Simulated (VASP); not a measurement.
# CeO (F-43m) in VASP: a series of runs

The runs below take CeO through single point, with PBEsol+U.

All numbers are computed with VASP 6.6.1; they aren't measurements. Logs are shortened: lines on timing, memory, paths and dates and some standing lists are left out, and cuts for length are marked.

## Step 1: The crystal as given

Symmetry: F-43m, No. 216, cubic system. Conventional cell: a = 5.266 Å, b = 5.266 Å, c = 5.266 Å, α = 90.00°, β = 90.00°, γ = 90.00°. Ce (site symmetry -43m) is surrounded by 4 O at 2.28 Å. O (site symmetry -43m) is surrounded by 4 Ce at 2.28 Å.

The cell comes from a database or a generator and needn't be the stable form of this composition.

## Step 2: Single point, PBEsol+U, collinear spin, random start

INCAR reads:

```
  PREC = Accurate
  ENCUT = 520
  EDIFF = 1E-6
  ISMEAR = 0
  SIGMA = 0.05
  LREAL = F
  LASPH = T
  NELM = 150
  ALGO = Fast
  ISIF = 2
  LWAVE = F
  LCHARG = F
  ISPIN = 2
  MAGMOM = 1.12 0
  LORBIT = 11
  LMAXMIX = 6
  LDAU = T
  LDAUTYPE = 2
  LDAUL = 3 -1
  LDAUU = 5 0
  LDAUJ = 0 0
  LDAUPRINT = 1
  GGA = PS
  NBANDS = 20
```

KPOINTS reads:

```
regular mesh
0
Gamma
  6 6 6
```

POSCAR reads:

```
CeO
1.0
    0.0000000000      2.6331826700      2.6331826700
    2.6331826700      0.0000000000      2.6331826700
    2.6331826700      2.6331826700      0.0000000000
Ce O
1 1
Direct
    0.0000000000      0.0000000000      0.0000000000
    0.2500000000      0.2500000000      0.2500000000
```

Potentials or basis: VASP PAW PBE potentials, release 64 (Ce, O).

Started as:

```bash
> cat potpaw_PBE.64/Ce/POTCAR potpaw_PBE.64/O/POTCAR > POTCAR
> mpirun -np 1 vasp_std > vasp.out
```

OUTCAR:

```text
PREC = Accurate
   ENCUT = 520
   EDIFF = 1E-6
   ISMEAR = 0
   LREAL = F
   LASPH = T
   NELM = 150
   ISIF = 2
   ISPIN = 2
   LORBIT = 11
   GGA = PS

 ion  position               nearest neighbor table
   1  0.000  0.000  0.000-   2 2.28   2 2.28   2 2.28   2 2.28
   2  0.250  0.250  0.250-   1 2.28   1 2.28   1 2.28   1 2.28

  LATTYP: Found a face centered cubic cell.
 ALAT       =     5.2663653400

  Lattice vectors:

 A1 = (   0.0000000000,   2.6331826700,   2.6331826700)
 A2 = (   2.6331826700,   0.0000000000,   2.6331826700)
 A3 = (   2.6331826700,   2.6331826700,   0.0000000000)

Analysis of symmetry for initial positions (statically):
=====================================================================
 Subroutine PRICEL returns:
 Original cell was already a primitive cell.

 Routine SETGRP: Setting up the symmetry group for a
 face centered cubic supercell.

 Subroutine GETGRP returns: Found 24 space group operations
 (whereof 24 operations were pure point group operations)
 out of a pool of 48 trial point group operations.

The static configuration has the point symmetry T_d .

Analysis of symmetry for dynamics (positions and initial velocities):
=====================================================================
 Subroutine PRICEL returns:
 Original cell was already a primitive cell.

 Routine SETGRP: Setting up the symmetry group for a
 face centered cubic supercell.

 Subroutine GETGRP returns: Found 24 space group operations
 (whereof 24 operations were pure point group operations)
 out of a pool of 48 trial point group operations.

The dynamic configuration has the point symmetry T_d .

Analysis of structural, dynamic, and magnetic symmetry:
=====================================================================
 Subroutine PRICEL returns:
 Original cell was already a primitive cell.

 Routine SETGRP: Setting up the symmetry group for a
 face centered cubic supercell.

 Subroutine GETGRP returns: Found 24 space group operations
 (whereof 24 operations were pure point group operations)
 out of a pool of 48 trial point group operations.

The overall configuration has the point symmetry T_d .

 Subroutine INISYM returns: Found 24 space group operations
 (whereof 24 operations are pure point group operations),
 and found     1 'primitive' translations

----------------------------------------------------------------------------------------

                                     Primitive cell

  volume of cell :      36.5151

  direct lattice vectors                    reciprocal lattice vectors
     0.000000000  2.633182670  2.633182670    -0.189884282  0.189884282  0.189884282
     2.633182670  0.000000000  2.633182670     0.189884282 -0.189884282  0.189884282
     2.633182670  2.633182670  0.000000000     0.189884282  0.189884282 -0.189884282

  length of vectors
     3.723882644  3.723882644  3.723882644     0.328889224  0.328889224  0.328889224

  position of ions in fractional coordinates (direct lattice)
     0.000000000  0.000000000  0.000000000
     0.250000000  0.250000000  0.250000000

  ion indices of the primitive-cell ions
   primitive index   ion index
                 1           1
                 2           2

----------------------------------------------------------------------------------------

 KPOINTS: regular mesh

Automatic generation of k-mesh.
 Grid dimensions read from file:
 generate k-points for:    6    6    6

 Generating k-lattice:

  Cartesian coordinates                     Fractional coordinates (reciprocal lattice)
    -0.031647380  0.031647380  0.031647380     0.166666667  0.000000000  0.000000000
     0.031647380 -0.031647380  0.031647380     0.000000000  0.166666667  0.000000000
[... 62 lines left out ...]
   EMIN   =  10.00;   EMAX   =-10.00  energy-range for DOS
   EFERMI =   0.00;   METHOD = LEGACY
   ISMEAR =     0;   SIGMA  =   0.05  broadening in eV -4-tet -1-fermi 0-gaus
   EFERMI_NEDOS =   21; number of points for ismear=-14 and -15
   IALGO  =     68    algorithm
   IMIX   =      4    mixing-type and parameters
     AMIX     =   0.40;   BMIX     =  1.00
     AMIX_MAG =   1.60;   BMIX_MAG =  1.00
  volume/ion in A,a.u.               =      18.26       123.21
  Fermi-wavevector in a.u.,A,eV,Ry     =   1.293227  2.443844 22.754865  1.672435
  Thomas-Fermi vector in A             =   2.424885
   LORBIT       =     11    0 simple, 1 ext, 2 COOP (PROOUT), +10 PAW based schemes
 LDA+U is selected, type is set to LDAUTYPE =  2
   angular momentum for each species LDAUL =     3   -1
   U (eV)           for each species LDAUU =   5.0  0.0
   J (eV)           for each species LDAUJ =   0.0  0.0
   GGA     = PS    functional components
   LHFCALC =     F    Hartree Fock is set to
   AEXX    =    0.0000 exact exchange contribution
   IVDW    =     0    specifies the selected vdW correction
   LEPSILON=     F    determine dielectric tensor
   LRPA    =     F    only Hartree local field effects (RPA)
 spin polarized calculation
 RMM-DIIS sequential band-by-band and
 Gauss-broadening in eV      SIGMA  =   0.05
  energy-cutoff  :      520.00
  volume of cell :       36.52
 maximum number of plane-waves:      1002
   NGX = 13   NGY = 13   NGZ = 13

atom =   1  type =  1  l = 3

 onsite density matrix

spin component  1

  0.0170  0.0000  0.0037  0.0000 -0.0000  0.0000 -0.0000
  0.0000  0.9040  0.0000 -0.0000  0.0000 -0.0000 -0.0000
  0.0037  0.0000  0.0151  0.0000  0.0000  0.0000 -0.0000
  0.0000 -0.0000  0.0000  0.0199 -0.0000  0.0000  0.0000
 -0.0000  0.0000  0.0000 -0.0000  0.0151 -0.0000 -0.0037
  0.0000 -0.0000  0.0000  0.0000 -0.0000  0.0122  0.0000
 -0.0000 -0.0000 -0.0000  0.0000 -0.0037  0.0000  0.0170

spin component  2

  0.0095 -0.0000  0.0006  0.0000  0.0000 -0.0000 -0.0000
 -0.0000  0.0293 -0.0000 -0.0000  0.0000  0.0000  0.0000
  0.0006 -0.0000  0.0092  0.0000 -0.0000  0.0000  0.0000
  0.0000 -0.0000  0.0000  0.0100 -0.0000  0.0000  0.0000
  0.0000  0.0000 -0.0000 -0.0000  0.0092 -0.0000 -0.0006
 -0.0000  0.0000  0.0000  0.0000 -0.0000  0.0087 -0.0000
 -0.0000  0.0000  0.0000  0.0000 -0.0006 -0.0000  0.0095

 occupancies and eigenvectors

  o =  0.0087  v =  0.0000  0.0000  0.0000  0.0000  0.0000  0.0000  0.0000  0.6123  0.0000 -0.7905  0.0000  0.0098  0.0004  0.0076      0.0000  0.0000  0.0000  0.0000  0.0000  0.0000  0.0000  0.0000  0.0000  0.0000  0.0000  0.0000  0.0000  0.0000
  o =  0.0087  v =  0.0000  0.0000  0.0000  0.0000  0.0000  0.0000  0.0000 -0.0076 -0.0000  0.0098 -0.0000  0.7905  0.0001  0.6123      0.0000  0.0000  0.0000  0.0000  0.0000  0.0000  0.0000  0.0000  0.0000  0.0000  0.0000  0.0000  0.0000  0.0000
  o =  0.0087  v =  0.0000  0.0000  0.0000  0.0000  0.0000  0.0000  0.0000 -0.0002 -0.0000  0.0003 -0.0000 -0.0001  1.0000 -0.0001      0.0000  0.0000  0.0000  0.0000  0.0000  0.0000  0.0000  0.0000  0.0000  0.0000  0.0000  0.0000  0.0000  0.0000
  o =  0.0100  v =  0.0000  0.0000  0.0000  0.0000  0.0000  0.0000  0.0000 -0.0031  0.0000 -0.0024  1.0000  0.0006  0.0000 -0.0008      0.0000  0.0000  0.0000  0.0000  0.0000  0.0000  0.0000  0.0000  0.0000  0.0000  0.0000  0.0000  0.0000  0.0000
  o =  0.0100  v =  0.0000  0.0000  0.0000  0.0000  0.0000  0.0000  0.0000  0.7906  0.0000  0.6124  0.0039  0.0004  0.0000 -0.0006      0.0000  0.0000  0.0000  0.0000  0.0000  0.0000  0.0000  0.0000  0.0000  0.0000  0.0000  0.0000  0.0000  0.0000
  o =  0.0100  v =  0.0000  0.0000  0.0000  0.0000  0.0000  0.0000  0.0000  0.0006 -0.0000  0.0004  0.0010 -0.6124 -0.0000  0.7906      0.0000  0.0000  0.0000  0.0000  0.0000  0.0000  0.0000  0.0000  0.0000  0.0000  0.0000  0.0000  0.0000  0.0000
  o =  0.0122  v = -0.0001 -0.0000  0.0001  0.0000 -0.0000 -1.0000 -0.0000  0.0000  0.0000  0.0000  0.0000  0.0000  0.0000  0.0000      0.0000  0.0000  0.0000  0.0000  0.0000  0.0000  0.0000  0.0000  0.0000  0.0000  0.0000  0.0000  0.0000  0.0000
  o =  0.0122  v = -0.6123 -0.0000  0.7905  0.0000 -0.0102  0.0001 -0.0079  0.0000  0.0000  0.0000  0.0000  0.0000  0.0000  0.0000      0.0000  0.0000  0.0000  0.0000  0.0000  0.0000  0.0000  0.0000  0.0000  0.0000  0.0000  0.0000  0.0000  0.0000
  o =  0.0122  v = -0.0079 -0.0000  0.0102 -0.0000  0.7905  0.0000  0.6123  0.0000  0.0000  0.0000  0.0000  0.0000  0.0000  0.0000      0.0000  0.0000  0.0000  0.0000  0.0000  0.0000  0.0000  0.0000  0.0000  0.0000  0.0000  0.0000  0.0000  0.0000
  o =  0.0199  v = -0.7904  0.0000 -0.6123  0.0004  0.0109 -0.0000 -0.0140  0.0000  0.0000  0.0000  0.0000  0.0000  0.0000  0.0000      0.0000  0.0000  0.0000  0.0000  0.0000  0.0000  0.0000  0.0000  0.0000  0.0000  0.0000  0.0000  0.0000  0.0000
  o =  0.0199  v =  0.0140 -0.0000  0.0109  0.0001  0.6123 -0.0000 -0.7904  0.0000  0.0000  0.0000  0.0000  0.0000  0.0000  0.0000      0.0000  0.0000  0.0000  0.0000  0.0000  0.0000  0.0000  0.0000  0.0000  0.0000  0.0000  0.0000  0.0000  0.0000
  o =  0.0199  v =  0.0003  0.0000  0.0002  1.0000 -0.0001  0.0000  0.0001  0.0000  0.0000  0.0000  0.0000  0.0000  0.0000  0.0000      0.0000  0.0000  0.0000  0.0000  0.0000  0.0000  0.0000  0.0000  0.0000  0.0000  0.0000  0.0000  0.0000  0.0000
  o =  0.0293  v =  0.0000  0.0000  0.0000  0.0000  0.0000  0.0000  0.0000  0.0000 -1.0000  0.0000  0.0000 -0.0000 -0.0000 -0.0000      0.0000  0.0000  0.0000  0.0000  0.0000  0.0000  0.0000  0.0000  0.0000  0.0000  0.0000  0.0000  0.0000  0.0000
  o =  0.9040  v =  0.0000  1.0000  0.0000 -0.0000  0.0000 -0.0000 -0.0000  0.0000  0.0000  0.0000  0.0000  0.0000  0.0000  0.0000      0.0000  0.0000  0.0000  0.0000  0.0000  0.0000  0.0000  0.0000  0.0000  0.0000  0.0000  0.0000  0.0000  0.0000

 number of electron      18.0000008 magnetization       1.4865038

 Free energy of the ion-electron system (eV)
  ---------------------------------------------------
  ext. energy  EPLUGINS =         0.00000000
  ---------------------------------------------------
  free energy    TOTEN  =       -15.42140292 eV

  energy without entropy =      -15.42037594  energy(sigma->0) =      -15.42088943

 E-fermi :   8.7717     XC(G=0): -10.8863

 val. band max:        8.7176166486   @ k =   0.5000   0.1667   0.0000
 cond. band min:       8.8626208521   @ k =  -0.3333   0.5000   0.1667
 fundamental gap:      0.1450042035
 Fermi energy:         8.7716684701

 spin component 1

 k-point     1 :       0.0000    0.0000    0.0000
  band No.  band energies     occupation
      1     -26.8674      1.00000
      2     -11.2271      1.00000
      3      -9.0518      1.00000
      4      -9.0518      1.00000
      5      -9.0518      1.00000
      6       1.8817      1.00000
[... 344 lines left out ...]
      6       2.0631      1.00000
[... 12 lines left out ...]
     19      14.1519      0.00000
     20      15.4301      0.00000
 Fermi energy:         8.7716684701

 spin component 2

 k-point     1 :       0.0000    0.0000    0.0000
  band No.  band energies     occupation
      1     -26.3368      1.00000
      2     -11.1655      1.00000
      3      -8.5726      1.00000
      4      -8.5725      1.00000
      5      -8.5725      1.00000
      6       1.9702      1.00000
[... 357 lines left out ...]
     19      14.7129      0.00000
     20      15.9556      0.00000

------------------------ aborting loop because EDIFF is reached ----------------------------------------

  FORCE on cell =-STRESS in cart. coord.  units (eV):
  Direction    XX          YY          ZZ          XY          YZ          ZX
  --------------------------------------------------------------------------------------
  -------------------------------------------------------------------------------------
  Total        4.1759286      4.1759286      4.1759286      0.0000000     -0.0000000      0.0000000
  in kB      183.2275140    183.2275140    183.2275140      0.0000000     -0.0000000      0.0000000
  external PRESSURE =     183.2275140 kB  Pullay stress =       0.0000000 kB

 VOLUME and BASIS-vectors are now :
 -----------------------------------------------------------------------------
  energy-cutoff  :      520.00
  volume of cell :       36.52
      direct lattice vectors                 reciprocal lattice vectors
     0.000000000  2.633182670  2.633182670    -0.189884282  0.189884282  0.189884282
     2.633182670  0.000000000  2.633182670     0.189884282 -0.189884282  0.189884282
     2.633182670  2.633182670  0.000000000     0.189884282  0.189884282 -0.189884282

 POSITION                                       TOTAL-FORCE (eV/Angst)
 -----------------------------------------------------------------------------------
      0.00000      0.00000      0.00000         0.000000      0.000000      0.000000
      1.31659      1.31659      1.31659        -0.000000     -0.000000     -0.000000
 -----------------------------------------------------------------------------------
    total drift:                                0.000000      0.000000      0.000000

  FREE ENERGIE OF THE ION-ELECTRON SYSTEM (eV)
  ---------------------------------------------------
  free  energy   TOTEN  =       -15.4214029232 eV

  energy  without entropy=      -15.4203759400  energy(sigma->0) =      -15.42088943

 total charge

# of ion       s       p       d       f       tot
--------------------------------------------------
    1        2.046   5.720   1.002   1.077   9.845
    2        1.580   3.456   0.000   0.000   5.036
--------------------------------------------------
tot          3.626   9.176   1.002   1.077  14.881

 magnetization (x)

# of ion       s       p       d       f       tot
--------------------------------------------------
    1        0.008   0.026   0.208   0.912   1.154
    2       -0.001  -0.041   0.000   0.000  -0.042
--------------------------------------------------
tot          0.007  -0.015   0.208   0.912   1.112
```

Run time: 61 s. Hardware: 1 thread of Intel Xeon 6975P-C (Granite Rapids), shared host; peak memory 0.19 GiB.

What came out:

```yaml
Free_energy: -15.4214 eV
Pressure: 18.3 GPa
Band_gap_on_the_k_mesh: none (metal or under the smearing width)
Net_moment: 1.49 μB per cell
Site_moments: Ce +1.15; O -0.04 μB
Valence_electrons_inside_the_program's_atomic_spheres: Ce 9.85; O 5.04
```

Eigenvalues of the final occupation matrices:
```tsv
site	spin	trace	eigenvalues
site 1 f	1	1.00	0.01 0.01 0.01 0.02 0.02 0.02 0.90
site 1 f	2	0.09	0.01 0.01 0.01 0.01 0.01 0.01 0.03
```

Caveat: the magnetic or orbital state may not be the lowest; the PAW data sets were made with another functional, which shifts forces and pressure a little; spin-orbit coupling is left out, which moves the levels of the heavy elements. The state reached can hang on the start; a lower one may exist.

## Step 3: Single point, PBEsol+U, collinear spin, ferromagnetic start

INCAR reads:

```
  ALGO = Fast
  EDIFF = 1E-6
  ENCUT = 520
  GGA = PS
  ISIF = 2
  ISMEAR = 0
  ISPIN = 2
  LASPH = True
  LCHARG = False
  LDAU = True
  LDAUJ = 0 0
  LDAUL = 3 -1
  LDAUPRINT = 1
  LDAUTYPE = 2
  LDAUU = 5 0
  LMAXMIX = 6
  LORBIT = 11
  LREAL = False
  LWAVE = False
  MAGMOM = 1 0
  NELM = 100
  NUPDOWN = 1
  PREC = Accurate
  SIGMA = 0.05
```

KPOINTS reads:

```
k-points
0
Gamma
  6 6 6
```

POSCAR is that of step 2.

Potentials or basis: VASP PAW PBE potentials, release 64 (Ce, O).

Started as:

```bash
> cat potpaw_PBE.64/Ce/POTCAR potpaw_PBE.64/O/POTCAR > POTCAR
> mpirun -np 1 vasp_std > vasp.out
```

Wall time 56 s (1 thread of Intel Xeon 6975P-C (Granite Rapids), shared host); peak memory 0.19 GiB.

Results (log left out):

```yaml
Free_energy: -15.1961 eV
Pressure: 17.2 GPa
Net_moment: 1.00 μB per cell
Site_moments: Ce +0.91; O -0.04 μB
Valence_electrons_inside_the_program's_atomic_spheres: Ce 9.80; O 5.03
```

Eigenvalues of the final occupation matrices:
```
    site  spin  trace                         eigenvalues
site 1 f     1   0.90  0.01 0.01 0.01 0.02 0.02 0.02 0.80
site 1 f     2   0.11  0.01 0.01 0.01 0.01 0.01 0.01 0.04
```

Caveat: the magnetic or orbital state may not be the lowest; the PAW data sets were made with another functional, which shifts forces and pressure a little; spin-orbit coupling is left out, which moves the levels of the heavy elements; the total moment is fixed, so each spin has its own Fermi level. The state reached can hang on the start; a lower one may exist.

## Step 4: Single point, PBEsol+U, collinear spin, ferromagnetic start

INCAR reads:

```
SYSTEM = CeO
PREC = Accurate ; ENCUT = 520
EDIFF = 1E-7 ; ISMEAR = 0
SIGMA = 0.05 ; LREAL = .FALSE.
LASPH = .TRUE. ; NELM = 100
ALGO = Normal ; ISIF = 2
LWAVE = .FALSE. ; LCHARG = .FALSE.
ISPIN = 2 ; MAGMOM = 1 0
LORBIT = 11 ; LMAXMIX = 6
LDAU = .TRUE. ; LDAUTYPE = 2
LDAUL = 3 -1 ; LDAUU = 4 0
LDAUJ = 0 0 ; LDAUPRINT = 1
GGA = PS
```

KPOINTS reads:

```
regular mesh
0
G
  6 6 6
  0 0 0
```

POSCAR is that of step 3.

Started as:

```bash
> cat potpaw_PBE.64/Ce/POTCAR potpaw_PBE.64/O/POTCAR > POTCAR
> mpirun -np 1 vasp_std > vasp.out
```

It took 45 s on 1 thread of Intel Xeon 6975P-C (Granite Rapids), shared host; peak memory 0.19 GiB.

It converged, with:

* Free energy: -15.5676 eV
* Pressure: 16.5 GPa
* Band gap on the k mesh: none (metal or under the smearing width)
* Net moment: 1.76 μB per cell
* Site moments: Ce +1.25; O -0.02 μB
* Valence electrons inside the program's atomic spheres: Ce 9.84; O 5.04

Levels at points of the mesh, in eV from the Fermi level:
Spin up:
| k point | band 7 | band 8 | band 9 | band 10 | band 11 | band 12 | band 13 | band 14 |
| --- | --- | --- | --- | --- | --- | --- | --- | --- |
| (0.00, 0.00, 0.00) | -6.94 | -6.94 | -3.27 | -0.48 | 1.13 | 1.13 | 1.13 | 2.10 |
| (0.50, 0.00, 0.00) | -6.28 | -5.45 | -2.14 | 0.14 | 1.03 | 1.14 | 1.14 | 1.72 |
| (0.50, 0.50, 0.00) | -4.92 | -4.92 | -2.04 | -1.01 | 0.72 | 1.52 | 1.52 | 1.59 |
Spin down:
```csv
k point,band 5,band 6,band 7,band 8,band 9,band 10,band 11,band 12
"(0.00, 0.00, 0.00)",-17.37,-6.79,-6.79,-6.79,-1.21,1.90,1.90,1.90
"(0.50, 0.00, 0.00)",-16.55,-6.14,-6.14,-5.18,0.49,1.63,1.74,1.74
"(0.50, 0.50, 0.00)",-15.88,-7.03,-4.84,-4.84,0.25,0.37,2.05,2.19
```

Eigenvalues of the final occupation matrices:
| site | spin | trace | eigenvalues |
| --- | --- | --- | --- |
| site 1 f | 1 | 1.00 | 0.01 0.01 0.01 0.04 0.04 0.04 0.85 |
| site 1 f | 2 | 0.09 | 0.01 0.01 0.01 0.01 0.01 0.01 0.03 |

Caveat: the magnetic or orbital state may not be the lowest; the PAW data sets were made with another functional, which shifts forces and pressure a little; spin-orbit coupling is left out, which moves the levels of the heavy elements.

## Step 5: Overview

| spin | U | fixed moment (μB) | further INCAR settings | gap on the mesh (eV) | pressure (GPa) | moment (μB) |
| --- | --- | --- | --- | --- | --- | --- |
| collinear, random start | Ce f U = 5 eV | - | ALGO = Fast; EDIFF = 1e-06; NBANDS = 20 | none | 18.3 | 1.49 |
| collinear, ferromagnetic start | Ce f U = 5 eV | 1 | ALGO = Fast; EDIFF = 1e-06 | - | 17.2 | 1.00 |
| collinear, ferromagnetic start | Ce f U = 4 eV | - | ALGO = Normal; EDIFF = 1e-07 | none | 16.5 | 1.76 |

Alike in all rows: task single point; level PBEsol+U; potentials or basis VASP PAW PBE potentials, release 64 (Ce, O); cell as given; k mesh 6 × 6 × 6; cutoff (eV) 520; smearing gaussian 0.05 eV.

Caveats: the magnetic or orbital state may not be the lowest; the PAW data sets were made with another functional, which shifts forces and pressure a little; spin-orbit coupling is left out, which moves the levels of the heavy elements; the total moment is fixed, so each spin has its own Fermi level (some runs).

Total energies depend on the potentials used, so only differences within one code and one set of settings carry meaning.
